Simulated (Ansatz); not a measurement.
Steps from a short run of molecular dynamics on a 2×2×1 supercell (16 atoms) of MgO (wurtzite), relaxed with r2SCAN; forces from r2SCAN in Ansatz, 3×3×4 mesh, Fermi-Dirac smearing of 0.086 eV, Langevin thermostat and barostat (NPT), set at 1000 K. Spin polarisation is off, nuclei are classical, and the run is far too short for thermal averages. The structure comes from a prototype and may be hypothetical.

Problem. At 9 fs the positions in Å are
```
cell (Å): 6.576 0.000 0.000; -3.288 5.695 0.000; 0.000 0.000 5.034
Mg   0.046   1.989  -0.006
Mg   1.653   1.002   2.495
O   -0.041   1.916   1.927
O    1.660   0.859   4.407
Mg  -1.590   4.750  -0.076
Mg   0.021   3.773   2.451
O   -1.679   4.721   1.961
O   -0.076   3.815   4.424
Mg   3.285   1.863   0.080
Mg   4.890   0.939   2.451
O    3.269   1.857   1.917
O    4.968   0.959   4.407
Mg   1.728   4.693  -0.065
Mg   3.248   3.849   2.424
O    1.734   4.686   1.952
O    3.226   3.849   4.531
```
What are the forces, and how far does the free energy (smearing included) lie above that of step 0, with the atoms on their sites?

Solution. 66.9 meV an atom; forces in eV/Å:
```
cell (Å), as above: 6.576 0.000 0.000; -3.288 5.695 0.000; 0.000 0.000 5.034
Mg  -0.452  -1.339  -0.799
Mg  -0.664  -0.996  -0.262
O    0.506  -0.197   0.102
O   -0.008   1.752   0.816
Mg  -1.445  -0.232   0.608
Mg  -0.480   0.614   0.132
O    0.794   0.497  -0.347
O    1.813  -0.245   0.075
Mg   0.301   0.184  -2.419
Mg   0.595  -0.184   0.283
O    0.025   0.605   1.122
O   -0.255  -0.027   0.815
Mg  -2.273   1.754   0.367
Mg   1.828  -1.366   1.121
O   -2.425   1.103  -0.624
O    2.141  -1.923  -0.989
```

Problem. At 18 fs the positions in Å are
```
cell (Å): 6.579 0.000 0.000; -3.289 5.697 0.000; 0.000 0.000 5.036
Mg   0.072   2.025   0.010
Mg   1.659   1.032   2.514
O   -0.037   1.923   1.920
O    1.675   0.860   4.399
Mg  -1.569   4.757  -0.079
Mg   0.021   3.801   2.403
O   -1.654   4.692   2.014
O   -0.068   3.816   4.402
Mg   3.294   1.822   0.149
Mg   4.864   0.917   2.450
O    3.230   1.854   1.959
O    4.986   0.984   4.417
Mg   1.743   4.690  -0.048
Mg   3.269   3.865   2.394
O    1.712   4.659   1.967
O    3.248   3.848   4.598
```
What are the forces, and how far does the free energy (smearing included) lie above that of step 0, with the atoms on their sites?

Solution. 97.6 meV an atom; forces in eV/Å:
```
cell (Å), as above: 6.579 0.000 0.000; -3.289 5.697 0.000; 0.000 0.000 5.036
Mg  -0.563  -1.662  -1.116
Mg  -1.278  -1.362  -0.148
O    0.313  -0.341   0.252
O   -0.011   1.728   1.313
Mg  -1.575  -0.339   0.580
Mg  -0.468  -0.002   0.823
O    0.612   1.129  -0.896
O    1.937   0.004   0.232
Mg   0.339   0.537  -3.287
Mg   0.934   0.129   0.568
O    0.744   0.747   1.091
O   -0.333  -0.335   0.901
Mg  -2.335   1.851   0.040
Mg   1.479  -1.520   1.372
O   -1.966   1.423  -0.693
O    2.171  -1.986  -1.031
```

Problem. At 24 fs the positions in Å are
```
cell (Å): 6.582 0.000 0.000; -3.291 5.701 0.000; 0.000 0.000 5.039
Mg   0.082   2.016  -0.002
Mg   1.633   1.044   2.512
O   -0.030   1.906   1.928
O    1.689   0.900   4.455
Mg  -1.584   4.770  -0.070
Mg   0.011   3.810   2.382
O   -1.637   4.701   2.015
O   -0.028   3.800   4.411
Mg   3.288   1.796   0.127
Mg   4.881   0.898   2.450
O    3.205   1.887   1.997
O    4.966   1.023   4.457
Mg   1.713   4.712  -0.028
Mg   3.315   3.850   2.398
O    1.651   4.674   1.960
O    3.306   3.802   4.636
```
What are the forces, and how far does the free energy (smearing included) lie above that of step 0, with the atoms on their sites?

Solution. 61.7 meV an atom; forces in eV/Å:
```
cell (Å), as above: 6.582 0.000 0.000; -3.291 5.701 0.000; 0.000 0.000 5.039
Mg  -0.661  -1.515  -0.749
Mg  -0.829  -1.385   0.279
O    0.031  -0.160   0.169
O   -0.356   1.034   0.507
Mg  -0.836  -0.607   0.365
Mg  -0.442  -0.436   1.130
O    0.356   1.351  -0.774
O    1.189   0.596   0.224
Mg   0.412   1.002  -1.988
Mg   0.426   0.584   0.669
O    1.157   0.313   0.321
O    0.052  -0.874   0.432
Mg  -0.784   0.888  -0.469
Mg  -0.017  -1.015   1.020
O   -0.143   0.944  -0.284
O    0.445  -0.722  -0.855
```
